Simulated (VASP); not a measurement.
Input of a VASP 6.6.1 run:

File INCAR:

```
SYSTEM = P
  PREC = Accurate
  ENCUT = 520
  EDIFF = 1E-7
  ISMEAR = 0
  SIGMA = 0.02
  LREAL = .False.
  LASPH = .True.
  NELM = 60
  ALGO = Normal
  ISIF = 3
  LWAVE = .False.
  LCHARG = .False.
  GGA = PS
  IVDW = 12
  IBRION = 2
  NSW = 80
  EDIFFG = -0.002
  PSTRESS = 60.0
```

The input KPOINTS:

```
Automatic mesh
0
Gamma
  12 12 12
  0 0 0
```

The input POSCAR:

```
P                                       
1.0
    1.6734338368      0.9661574789      2.7247607520
   -1.6734338368      0.9661574789      2.7247607520
    0.0000000000     -1.9323149471      2.7247607516
  P             
     2
Direct
     0.2436725825938739    0.2436725825938739    0.2436725825931670
     0.7563274174061262    0.7563274174061262    0.7563274174068333
```

Potentials or basis: VASP PAW PBE potentials, release 64 (P).

Command:

```console
$ cat potpaw_PBE.64/P/POTCAR > POTCAR
$ mpirun -np 1 vasp_std > vasp.out
```

Problem. Estimate the band gap on the k mesh.

Solution. None (metal or under the smearing width).

Problem. Estimate the relaxed cell.

Solution. a = 3.340 Å, b = 3.340 Å, c = 3.340 Å, α = 60.13°, β = 60.13°, γ = 60.13°.

Problem. What does it give for the dispersion energy per atom?

Solution. -0.430 eV.

Step by step:
```
step  energy change (eV)  largest force (eV/Å)  pressure (GPa)  volume (Å³)
   1              0.0000                0.0006            5.98        26.43
   2              0.0002                0.0008            6.01        26.43
```

Caveat: the cell is relaxed towards a set pressure, so the enthalpy falls and the energy may rise; the PAW data sets were made with another functional, which shifts forces and pressure a little; pairwise dispersion overbinds metals, which lowers pressure and volume.
